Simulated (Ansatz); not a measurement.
Relaxation of a periodic cell of 47 atoms, Si16O31 (host SiO2, host structure C2/c, one O atom removed), cell charge -1, to a largest force component of 0.03 eV/Å in at most 60 steps.

The calculation used Ansatz, DFT LDA, scalar-relativistic, plane waves, PAW. Settings: PAW set soft_1, cutoff 420 eV, k mesh 1x1x2, gaussian smearing 0.02 eV, spin collinear.

```xyz
47
Lattice="0.1638 6.0954 6.0879 0.1638 -6.0954 6.0879 6.9450 0.0000 0.0000" Properties=species:S:1:pos:R:3:forces:R:3
Si 4.716 -4.424 6.546 -2.76 -0.17 -0.53
Si 0.796 1.674 2.603 -2.01 -0.20 0.63
Si 6.098 -1.702 5.675 -1.90 -0.94 -0.21
Si 2.855 -1.731 3.546 -0.60 1.19 -2.42
Si 3.612 1.152 3.350 1.52 -2.01 -0.27
Si 5.237 1.184 5.819 2.53 -1.91 0.04
Si 6.926 -1.182 2.795 0.24 1.73 -0.94
Si 5.478 4.975 6.371 0.78 -1.09 0.47
O 1.869 3.020 6.100 0.71 -0.18 -0.35
O 0.055 3.002 3.067 -0.23 0.92 -0.12
O 0.977 -4.328 4.514 1.33 0.52 2.06
O 2.845 -1.748 7.549 0.21 -0.21 0.80
O 6.870 1.476 5.604 -2.52 -0.74 -0.53
O 2.073 1.437 3.517 -0.31 0.10 0.73
O 3.937 4.622 6.512 -0.55 -0.13 0.35
O 1.545 -1.384 2.569 1.48 -0.81 1.26
O 4.137 1.827 2.016 0.24 0.05 -0.81
O 1.356 -4.287 7.157 -0.73 1.03 1.13
O 6.364 -1.821 4.107 0.04 -0.85 0.68
O 2.487 -1.797 5.073 0.38 -1.07 -1.17
O 6.687 0.442 2.798 0.55 0.28 0.26
O 5.711 -5.644 6.283 0.24 0.82 -0.12
O 3.870 -0.497 3.250 -0.29 1.23 0.30
O 5.092 -0.474 5.864 -0.47 1.61 0.35
Si 1.216 1.617 6.488 -1.01 3.44 2.14
Si 4.421 1.744 8.720 3.09 -3.33 1.90
Si 2.599 4.360 5.667 -0.24 -0.26 -0.69
Si 6.483 -1.671 9.533 0.11 -1.62 0.98
Si 0.307 1.095 9.441 -3.54 2.12 -2.21
Si 1.755 -4.912 5.802 1.23 -3.52 -1.73
Si 3.614 -1.152 8.830 -0.48 1.29 -0.39
Si 2.021 -1.096 6.368 -1.25 -1.60 1.42
O 5.323 -3.054 6.127 1.24 1.61 -0.62
O 3.535 -3.068 3.075 -1.44 1.96 0.48
O 4.481 1.743 4.562 -0.78 0.49 -0.62
O 6.288 4.390 7.633 -0.84 -0.66 -0.99
O 3.331 -4.638 5.587 1.62 0.00 1.16
O 0.441 -1.453 6.530 1.34 0.22 0.83
O 5.153 -1.469 8.655 1.48 -0.31 -0.20
O 0.871 1.805 8.068 0.13 -0.48 -0.19
O 4.753 1.822 7.163 -0.51 0.56 -1.11
O 3.118 -1.803 10.159 -0.69 -1.11 1.91
O 5.982 4.277 5.043 0.33 -0.18 -1.48
O 3.424 0.443 8.993 -0.13 0.39 -0.63
O 2.217 0.445 6.325 1.81 0.13 -0.71
O 0.563 -0.463 9.324 0.97 -1.91 -0.41
O 1.558 5.524 5.966 -0.33 3.60 -0.42
```

Problem. Where does it end, and by what steps?

Solution. It converged. The force dipped under the threshold on the way, but the program's further checks kept it going. Limits of this set-up: coarse k mesh, PAW files made for another functional, a small cell, in which the defect meets its images, a typed lattice constant that wasn't relaxed here, charged cell in a uniform background, uncorrected. After 19 steps the energy has fallen by 2.893 eV; Si26 moved furthest, 0.34 Å. Joined: Si26–Si29 (2.99 → 2.46 Å).

```tsv
step	energy less start (eV)	largest force component (eV/Å)	accepted
0	0.0000	3.596	yes
1	-1.5126	2.427	yes
2	-2.3455	0.627	yes
3	-2.5007	0.484	yes
4	-2.5777	0.513	yes
5	-2.5785	1.094	yes
6	-2.6857	0.520	yes
7	-2.7368	0.376	yes
8	-2.7689	0.477	yes
9	-2.8062	0.155	yes
10	-2.7482	1.136	no
11	-2.8501	0.134	yes
12	-2.8693	0.114	yes
13	-2.8789	0.114	yes
14	-2.8857	0.063	yes
15	-2.8890	0.049	yes
16	-2.8913	0.048	yes
17	-2.8921	0.043	yes
18	-2.8926	0.018	yes
19	-2.8926	0.018	yes
```

```xyz
47
Lattice="0.1638 6.0954 6.0879 0.1638 -6.0954 6.0879 6.9450 0.0000 0.0000" Properties=species:S:1:pos:R:3
Si 4.589 -4.383 6.484
Si 0.775 1.670 2.627
Si 6.061 -1.694 5.700
Si 2.839 -1.739 3.454
Si 3.671 1.076 3.331
Si 5.280 1.150 5.864
Si 6.892 -1.114 2.779
Si 5.448 4.972 6.333
O 1.870 3.055 6.087
O 0.185 3.033 3.127
O 0.750 -4.411 4.557
O 2.880 -1.680 7.624
O 6.853 1.414 5.617
O 2.094 1.347 3.490
O 3.886 4.655 6.542
O 1.520 -1.373 2.593
O 4.135 1.779 1.971
O 1.224 -4.298 7.141
O 6.411 -1.790 4.138
O 2.497 -1.806 5.029
O 6.651 0.483 2.866
O 5.598 -5.613 6.192
O 3.896 -0.521 3.234
O 5.062 -0.455 5.963
Si 1.185 1.706 6.566
Si 4.719 1.809 8.860
Si 2.580 4.393 5.635
Si 6.588 -1.678 9.538
Si 0.059 1.038 9.363
Si 1.674 -4.953 5.743
Si 3.743 -1.114 8.869
Si 2.021 -1.120 6.395
O 5.319 -3.040 6.078
O 3.390 -3.122 2.967
O 4.458 1.691 4.585
O 6.260 4.414 7.598
O 3.249 -4.581 5.615
O 0.456 -1.489 6.569
O 5.257 -1.626 8.626
O 0.775 1.827 8.101
O 4.826 1.874 7.195
O 3.174 -1.847 10.187
O 5.997 4.282 5.008
O 3.734 0.470 9.068
O 2.213 0.479 6.317
O 0.735 -0.518 9.260
O 1.563 5.626 5.862
```

Whether the end is a true minimum wasn't checked by a vibrational analysis.

Time of the run: 3.5 min on 4 threads of Arm Neoverse N1 (shared host), peak memory 1.6 GiB.
